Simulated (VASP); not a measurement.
Set up this calculation in VASP 6.6.1, as the native input.

```
Task                   : single point
Functional             : r2SCAN
Potentials or basis    : VASP PAW PBE potentials, release 64 (S)
Cutoff                 : 520 eV
k mesh                 : 22 × 22 × 22
Occupations            : gaussian, width 0.15 eV
Spin                   : no spin polarisation
Dipole correction      : no
Further INCAR settings : ALGO = Normal; EDIFF = 1e-07; NBANDS = 9
```

Crystal: S.

```
S
1.0
     0.00000    1.99435    1.99435
     1.99435    0.00000    1.99435
     1.99435    1.99435    0.00000
S
1
Cartesian
  0.0000 0.0000 0.0000
```

This isn't the form of S at room conditions, which is orthorhombic, of S8 rings.

The input as run:

POSCAR

```
S
1.0
    0.0000000000      1.9943503440      1.9943503440
    1.9943503440      0.0000000000      1.9943503440
    1.9943503440      1.9943503440      0.0000000000
S
1
Direct
    0.0000000000      0.0000000000      0.0000000000
```

INCAR.step1

```
SYSTEM = S
ALGO     = Normal         ! electronic algorithm
EDIFF    = 1E-4           ! SCF threshold, eV
ENCUT    = 520            ! plane-wave cutoff, eV
GGA      = PE             ! functional
ISMEAR   = 0              ! smearing method
LASPH    = .TRUE.         ! aspherical terms in the spheres
LCHARG   = .FALSE.        ! write CHGCAR
LREAL    = .FALSE.        ! projectors in reciprocal space
LWAVE    = .TRUE.         ! write WAVECAR
NBANDS   = 9              ! bands
NELM     = 100            ! most SCF steps
PREC     = Accurate       ! precision mode
SIGMA    = 0.15           ! smearing width, eV
```

INCAR.step2

```
SYSTEM = S
ALGO     = Normal         ! electronic algorithm
EDIFF    = 1E-7           ! SCF threshold, eV
ENCUT    = 520            ! plane-wave cutoff, eV
ISIF     = 2              ! what is computed and relaxed
ISMEAR   = 0              ! smearing method
ISTART   = 1            
LASPH    = .TRUE.         ! aspherical terms in the spheres
LCHARG   = .FALSE.        ! write CHGCAR
LMIXTAU  = .TRUE.       
LREAL    = .FALSE.        ! projectors in reciprocal space
LWAVE    = .FALSE.        ! write WAVECAR
METAGGA  = R2SCAN         ! meta-GGA
NBANDS   = 9              ! bands
NELM     = 100            ! most SCF steps
PREC     = Accurate       ! precision mode
SIGMA    = 0.15           ! smearing width, eV
```

KPOINTS

```
k-points
0
G
  22 22 22
  0 0 0
```

Potentials or basis: VASP PAW PBE potentials, release 64 (S).

The run is started by

```console
$ cat potpaw_PBE.64/S/POTCAR > POTCAR
$ cp INCAR.step1 INCAR
$ mpirun -np 1 vasp_std > vasp.out
$ cp INCAR.step2 INCAR
$ mpirun -np 1 vasp_std > vasp.out
```

Results of the run:

The pressure is 0.6 GPa and the band gap on the k mesh is none (metal or under the smearing width).

Caveat: the PAW data sets were made with another functional, which shifts forces and pressure a little.

It took 110 s on 1 thread of Intel(R) Xeon(R) Platinum 8488C (Sapphire Rapids), with other jobs on the host, peak memory 0.16 GiB.
